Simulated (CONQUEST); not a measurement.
## CdTe under changes of volume

One of the cells (32.922 Å³/atom); the others are scaled copies at fixed shape and fractional positions:

```
CELL_PARAMETERS angstrom
4.53255 0.00000 0.00000
0.00000 4.53255 0.00000
0.00000 0.00000 6.41000
ATOMIC_POSITIONS crystal
Te 0.00000 0.50000 0.25000
Te 0.50000 0.00000 0.75000
Cd 0.00000 0.00000 0.00000
Cd 0.50000 0.50000 0.50000
```

```yaml
Program: CONQUEST 1.3
Functional: PBE
Potentials_or_basis: PseudoDojo NC PBE, SZ, grid of 48 × 48 × 60 points
k_mesh: 6 × 6 × 4
Occupations: fermi-dirac, width 0.05 eV
Spin: no spin polarisation
```

| volume (Å³/atom) | energy over the lowest point (meV/atom) | pressure (GPa) | gap on the mesh (eV) |
| --- | --- | --- | --- |
| 30.947 | 257.87 | 15.0 | 0.79 |
| 31.605 | 199.87 | 13.3 | 0.67 |
| 32.263 | 148.52 | 11.7 | 0.56 |
| 32.922 | 103.63 | 10.1 | 0.46 |
| 33.580 | 64.33 | 9.0 | 0.36 |
| 34.239 | ? | ? | ? |
| 34.897 | 0.00 | 6.7 | 0.18 |

Question: What does the run at 34.239 Å³/atom give?

Answer: Energy over the lowest point 29.82 meV/atom; pressure 7.8 GPa; gap on the mesh 0.27 eV.

Worked out: A Birch-Murnaghan fit of order 3 (a polynomial in V^(-2/3)) to the other rows has no minimum within the range. It gives 29.89 meV/atom at 34.239 Å³/atom, against the run's 29.82, and -dE/dV = 7.8 GPa, against 7.8. A straight line through the other rows of the gap, of slope -5.06 eV per unit of ln V, gives 0.27 eV, against the run's 0.27.

Energies are extrapolated to zero smearing.

Caveats: the atomic basis is small; spin-orbit coupling is left out, which moves the levels of the heavy elements; the basis of atomic orbitals isn't converged, which shifts pressures, moduli and gaps; the real-space grid breaks the cell's symmetry a little (some runs).

A mesh can miss the band edges.
